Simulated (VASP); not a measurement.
# Ir in VASP: relaxation of the atoms with PBEsol

Aim: the relaxation of the atoms of Ir with PBEsol.

All numbers are computed with VASP 6.6.1; they aren't measurements. Logs are shortened: lines on timing, memory, paths and dates and some standing lists are left out, and cuts for length are marked.

### Step 1. The slab as given

The cell holds a slab with vacuum, 4 atoms: a = 2.690 Å, b = 2.690 Å, c = 27.869 Å, α = 90.00°, β = 90.00°, γ = 120.00°.

The cell was built by a generator and needn't be a form met in nature.

### Step 2. Relaxation of the atoms, PBEsol

Input file INCAR:

```
ALGO = Normal
DIPOL = 0.5 0.5 0.500
EDIFF = 1E-6
EDIFFG = -0.02
ENCUT = 520
GGA = PS
IBRION = 2
IDIPOL = 3
ISIF = 2
ISMEAR = 1
LASPH = T
LCHARG = F
LDIPOL = T
LREAL = F
LWAVE = F
NELM = 120
NSW = 90
PREC = Accurate
SIGMA = 0.1
```

Input file KPOINTS:

```
k-points
0
Gamma
  14 14 1
```

Input file POSCAR:

```
Ir
1.0
    2.6898417900      0.0000000000      0.0000000000
   -1.3449209000      2.3294712900      0.0000000000
    0.0000000000      0.0000000000     27.8685366400
Ir
4
Direct
    0.6666670000      0.3333330000      0.3799019900
    0.3333340000      0.6666660000      0.4599685300
    0.0000000000      1.0000000000      0.5400314700
    0.6666670000      0.3333330000      0.6200980100
```

Potentials or basis: VASP PAW PBE potentials, release 64 (Ir).

Launch:

```sh
cat potpaw_PBE.64/Ir/POTCAR > POTCAR
mpirun -np 1 vasp_std > vasp.out
```

OUTCAR:

```text
EDIFF = 1E-6
   EDIFFG = -0.02
   ENCUT = 520
   GGA = PS
   IBRION = 2
   ISIF = 2
   ISMEAR = 1
   LASPH = T
   LREAL = F
   NELM = 120
   NSW = 90
   PREC = Accurate

 ion  position               nearest neighbor table
   1  0.667  0.333  0.380-   2 2.72   2 2.72   2 2.72
   2  0.333  0.667  0.460-   3 2.72   3 2.72   3 2.72   1 2.72   1 2.72   1 2.72
   3  0.000  0.000  0.540-   2 2.72   2 2.72   2 2.72   4 2.72   4 2.72   4 2.72
   4  0.667  0.333  0.620-   3 2.72   3 2.72   3 2.72

  LATTYP: Found a hexagonal cell.
 ALAT       =     2.6898417900
 C/A-ratio  =    10.3606601487

  Lattice vectors:

 A1 = (   2.6898417900,   0.0000000000,   0.0000000000)
 A2 = (  -1.3449209000,   2.3294712900,   0.0000000000)
 A3 = (   0.0000000000,   0.0000000000,  27.8685366400)

Analysis of symmetry for initial positions (statically):
=====================================================================
 Subroutine PRICEL returns:
 Original cell was already a primitive cell.

 Routine SETGRP: Setting up the symmetry group for a
 hexagonal supercell.

 Subroutine GETGRP returns: Found 12 space group operations
 (whereof  6 operations were pure point group operations)
 out of a pool of 24 trial point group operations.

The static configuration has the point symmetry C_3v.
 The point group associated with its full space group is D_3d.

Analysis of symmetry for dynamics (positions and initial velocities):
=====================================================================
 Subroutine PRICEL returns:
 Original cell was already a primitive cell.

 Routine SETGRP: Setting up the symmetry group for a
 hexagonal supercell.

 Subroutine GETGRP returns: Found 12 space group operations
 (whereof  6 operations were pure point group operations)
 out of a pool of 24 trial point group operations.

The dynamic configuration has the point symmetry C_3v.
 The point group associated with its full space group is D_3d.

 Subroutine INISYM returns: Found 12 space group operations
 (whereof  6 operations are pure point group operations),
 and found     1 'primitive' translations

----------------------------------------------------------------------------------------

                                     Primitive cell

  volume of cell :     174.6217

  direct lattice vectors                    reciprocal lattice vectors
     2.689841790  0.000000000  0.000000000     0.371769077  0.214640981  0.000000000
    -1.344920900  2.329471290  0.000000000     0.000000000  0.429281960  0.000000000
     0.000000000  0.000000000 27.868536640     0.000000000  0.000000000  0.035882760

  length of vectors
     2.689841790  2.689841765 27.868536640     0.429281955  0.429281960  0.035882760

  position of ions in fractional coordinates (direct lattice)
     0.666667000  0.333333000  0.379901990
     0.333334000  0.666666000  0.459968530
     0.000000000  0.000000000  0.540031470
     0.666667000  0.333333000  0.620098010

  ion indices of the primitive-cell ions
   primitive index   ion index
                 1           1
                 2           2
                 3           3
                 4           4

----------------------------------------------------------------------------------------

 KPOINTS: k-points

Automatic generation of k-mesh.
 Grid dimensions read from file:
 generate k-points for:   14   14    1

 Generating k-lattice:

  Cartesian coordinates                     Fractional coordinates (reciprocal lattice)
     0.026554934  0.015331499  0.000000000     0.071428571  0.000000000  0.000000000
     0.000000000  0.030662997  0.000000000     0.000000000  0.071428571  0.000000000
     0.000000000  0.000000000  0.035882760     0.000000000  0.000000000  1.000000000

  Length of vectors
     0.030662997  0.030662997  0.035882760

  Shift w.r.t. Gamma in fractional coordinates (k-lattice)
     0.000000000  0.000000000  0.000000000

 Subroutine IBZKPT returns following result:
 ===========================================

 Found     24 irreducible k-points:

 Following reciprocal coordinates:
            Coordinates               Weight
  0.000000  0.000000  0.000000      1.000000
  0.071429 -0.000000  0.000000      6.000000
  0.142857  0.000000  0.000000      6.000000
  0.214286 -0.000000  0.000000      6.000000
  0.285714 -0.000000  0.000000      6.000000
  0.357143 -0.000000  0.000000      6.000000
[... 16 lines left out ...]
  0.285714  0.285714  0.000000      6.000000
  0.357143  0.285714  0.000000      6.000000
   k-points           NKPTS =     24   k-points in BZ     NKDIM =     24   number of bands    NBANDS=     22
   number of dos      NEDOS =    301   number of ions     NIONS =      4
   total plane-waves  NPLWV =  84000
   dimension x,y,z NGX =    20 NGY =   20 NGZ =  210
   dimension x,y,z NGXF=    40 NGYF=   40 NGZF=  420
   ions per type =               4
   NGX,Y,Z   is equivalent  to a cutoff of  12.36, 12.36, 12.53 a.u.
   NGXF,Y,Z  is equivalent  to a cutoff of  24.72, 24.72, 25.05 a.u.
 SYSTEM =  unknown system
   PREC   = accura    normal or accurate (medium, high low for compatibility)
   ISTART =      0    job   : 0-new  1-cont  2-samecut
   ICHARG =      2    charge: 1-file 2-atom 10-const
   ISPIN  =      1    spin polarized calculation?
   LNONCOLLINEAR =      F non collinear calculations
   LSORBIT =      F    spin-orbit coupling
   LASPH  =      T    aspherical Exc in radial PAW
   ENCUT  =  520.0 eV  38.22 Ry    6.18 a.u.   5.00  5.00 51.82*2*pi/ulx,y,z
   NELM   =    120;   NELMIN=  2; NELMDL= -5     # of ELM steps
   EDIFF  = 0.1E-05   stopping-criterion for ELM
   LREAL  =      F    real-space projection
   EDIFFG = -.2E-01   stopping-criterion for IOM
   NSW    =     90    number of steps for IOM
   IBRION =      2    ionic relax: 0-MD 1-quasi-New 2-CG
   NFREE  =      1    steps in history (QN), initial steepest desc. (CG)
   ISIF   =      2    stress and relaxation
   ISYM   =      2    0-nonsym 1-usesym 2-fastsym
   POTIM  = 0.5000    time-step for ionic-motion
   TEBEG  =    0.0;   TEEND  =   0.0 temperature during run
   PSTRESS=    0.0 pullay stress
   NELECT =      36.0000    total number of electrons
   NUPDOWN=      -1.0000    fix difference up-down
   EMIN   =  10.00;   EMAX   =-10.00  energy-range for DOS
   EFERMI =   0.00;   METHOD = LEGACY
   ISMEAR =     1;   SIGMA  =   0.10  broadening in eV -4-tet -1-fermi 0-gaus
   EFERMI_NEDOS =   21; number of points for ismear=-14 and -15
   IALGO  =     38    algorithm
   IMIX   =      4    mixing-type and parameters
     AMIX     =   0.40;   BMIX     =  1.00
     AMIX_MAG =   1.60;   BMIX_MAG =  1.00
  volume/ion in A,a.u.               =      43.66       294.60
  Fermi-wavevector in a.u.,A,eV,Ry     =   0.967111  1.827574 12.725575  0.935303
  Thomas-Fermi vector in A             =   2.096969
   LORBIT       =      0    0 simple, 1 ext, 2 COOP (PROOUT), +10 PAW based schemes
   GGA     = PS    functional components
   LHFCALC =     F    Hartree Fock is set to
   AEXX    =    0.0000 exact exchange contribution
   IVDW    =     0    specifies the selected vdW correction
   LEPSILON=     F    determine dielectric tensor
   LRPA    =     F    only Hartree local field effects (RPA)
 conjugate gradient relaxation of ions
 non-spin polarized calculation
 Methfessel and Paxton  Order N= 1 SIGMA  =   0.10
  energy-cutoff  :      520.00
  volume of cell :      174.62
 maximum number of plane-waves:      4765
 NGX is ok and might be reduce to    20
   NGX =  9   NGY =  9   NGZ =103

--------------------------------------- Ionic step        1  -------------------------------------------

 number of electron      36.0000001 magnetization

 Free energy of the ion-electron system (eV)
  ---------------------------------------------------
  ext. energy  EPLUGINS =         0.00000000
  ---------------------------------------------------
  free energy    TOTEN  =       -37.20270788 eV

  energy without entropy =      -37.20312819  energy(sigma->0) =      -37.20284798

------------------------ aborting loop because EDIFF is reached ----------------------------------------

  FORCE on cell =-STRESS in cart. coord.  units (eV):
  Direction    XX          YY          ZZ          XY          YZ          ZX
  --------------------------------------------------------------------------------------
  -------------------------------------------------------------------------------------
  Total       -3.0723682     -3.0723681     -3.4445950      0.0000000      0.0000000      0.0000000
  in kB      -28.1893834    -28.1893826    -31.6046139      0.0000001      0.0000000      0.0000000
  external PRESSURE =     -29.3277933 kB  Pullay stress =       0.0000000 kB
[... 95 lines left out ...]
  FREE ENERGIE OF THE ION-ELECTRON SYSTEM (eV)
  ---------------------------------------------------
  free  energy   TOTEN  =       -37.2280191685 eV

  energy  without entropy=      -37.2291605893  energy(sigma->0) =      -37.22839964

 dipolmoment           0.000000      0.000000      0.000000 electrons x Angstroem

--------------------------------------- Ionic step        4  -------------------------------------------

 number of electron      35.9999999 magnetization

------------------------ aborting loop because EDIFF is reached ----------------------------------------

  FORCE on cell =-STRESS in cart. coord.  units (eV):
  Direction    XX          YY          ZZ          XY          YZ          ZX
  --------------------------------------------------------------------------------------
  -------------------------------------------------------------------------------------
  Total       -1.9802565     -1.9802564     -0.2522746      0.0000000      0.0000000      0.0000000
  in kB      -18.1691147    -18.1691142     -2.3146526      0.0000000      0.0000000      0.0000000
  external PRESSURE =     -12.8842938 kB  Pullay stress =       0.0000000 kB
[... 23 lines left out ...]
  energy  without entropy=      -37.2380600917  energy(sigma->0) =      -37.23715545

--------------------------------------- Ionic step        5  -------------------------------------------

 number of electron      35.9999999 magnetization

 dipolmoment           0.000000      0.000000     -0.000000 electrons x Angstroem

 Free energy of the ion-electron system (eV)
  ---------------------------------------------------
  ext. energy  EPLUGINS =         0.00000000
  ---------------------------------------------------
  free energy    TOTEN  =       -37.23693394 eV

  energy without entropy =      -37.23829297  energy(sigma->0) =      -37.23738695

 E-fermi :  -0.5295     XC(G=0):  -5.2138

 val. band max:       -0.6016318740   @ k =   0.2857   0.0714   0.0000
 cond. band min:      -0.5199344407   @ k =   0.2143   0.0714   0.0000
 fundamental gap:      0.0816974333
 Fermi energy:        -0.5294961129

 k-point     1 :       0.0000    0.0000    0.0000
  band No.  band energies     occupation
      1     -11.3488      2.00000
      2      -9.8457      2.00000
      3      -8.6230      2.00000
      4      -8.5696      2.00000
      5      -4.7077      2.00000
      6      -4.5428      2.00000
[... 589 lines left out ...]
     21       4.9661      0.00000
     22       5.0430      0.00000

------------------------ aborting loop because EDIFF is reached ----------------------------------------

 vacuum level on the upper side and lower side of the slab       (xc-potential included)        -0.010        -0.010

  FORCE on cell =-STRESS in cart. coord.  units (eV):
  Direction    XX          YY          ZZ          XY          YZ          ZX
  --------------------------------------------------------------------------------------
  -------------------------------------------------------------------------------------
  Total       -1.9298751     -1.9298750     -0.0852049      0.0000000      0.0000000      0.0000000
  in kB      -17.7068584    -17.7068579     -0.7817662      0.0000000      0.0000000      0.0000000
  external PRESSURE =     -12.0651608 kB  Pullay stress =       0.0000000 kB

 VOLUME and BASIS-vectors are now :
 -----------------------------------------------------------------------------
  energy-cutoff  :      520.00
  volume of cell :      174.62
      direct lattice vectors                 reciprocal lattice vectors
     2.689841790  0.000000000  0.000000000     0.371769077  0.214640981  0.000000000
    -1.344920900  2.329471290  0.000000000     0.000000000  0.429281960  0.000000000
     0.000000000  0.000000000 27.868536640     0.000000000  0.000000000  0.035882760
[... 10 lines left out ...]
  FREE ENERGIE OF THE ION-ELECTRON SYSTEM (eV)
  ---------------------------------------------------
  free  energy   TOTEN  =       -37.2369339440 eV

  energy  without entropy=      -37.2382929722  energy(sigma->0) =      -37.23738695

 reached required accuracy - stopping structural energy minimisation

 vacuum level on the upper side and lower side of the slab         5.113         5.113
```

It took 5.4 min on 1 thread of Intel Xeon Platinum 8259CL at 2.50GHz (Skylake/Cascade Lake), shared host; peak memory 0.31 GiB.

Results:

- Free energy: -37.2369 eV
- Energy gained by relaxing: 8.6 meV/atom
- Ionic steps: 5
- Largest force after relaxing: 0.010 eV/Å
- Band gap on the k mesh: none (metal or under the smearing width)

Forces on the atoms (eV/Å):
```
Ir   0.000  0.000  0.010
Ir   0.000  0.000 -0.006
Ir   0.000  0.000  0.006
Ir   0.000  0.000 -0.010
```

Step by step:
| step | energy change (eV) | largest force (eV/Å) | pressure (GPa) |
| --- | --- | --- | --- |
| 1 | 0.0000 | 0.5361 | -2.93 |
| 2 | -0.0206 | 0.2655 | -2.24 |
| 3 | -0.0253 | 0.3574 | -1.73 |
| 4 | -0.0340 | 0.0517 | -1.29 |
| 5 | -0.0342 | 0.0100 | -1.21 |

Final structure:
```cif
data_structure
_symmetry_space_group_name_H-M 'P 1'
_symmetry_Int_Tables_number 1
_cell_length_a 2.6898
_cell_length_b 2.6898
_cell_length_c 27.8685
_cell_angle_alpha 90.000
_cell_angle_beta 90.000
_cell_angle_gamma 120.000
_cell_volume 174.62
loop_
_atom_site_label
_atom_site_type_symbol
_atom_site_fract_x
_atom_site_fract_y
_atom_site_fract_z
_atom_site_occupancy
Ir1 Ir 0.66667 0.33333 0.38215 1
Ir2 Ir 0.33333 0.66667 0.46053 1
Ir3 Ir 0.00000 0.00000 0.53947 1
Ir4 Ir 0.66667 0.33333 0.61785 1
```

Levels at points of the mesh, in eV from the Fermi level:
```
           k point  band 13  band 14  band 15  band 16  band 17  band 18  band 19  band 20  band 21  band 22
(0.00, 0.00, 0.00)    -3.16    -3.04    -3.04    -1.19    -1.19    -0.84    -0.84    -0.77     0.14     0.15
(0.50, 0.00, 0.00)    -0.48    -0.44     0.10     0.71     1.04     1.19     1.28     1.72     1.76     2.75
```

Caveat: the PAW data sets were made with another functional, which shifts forces and pressure a little.
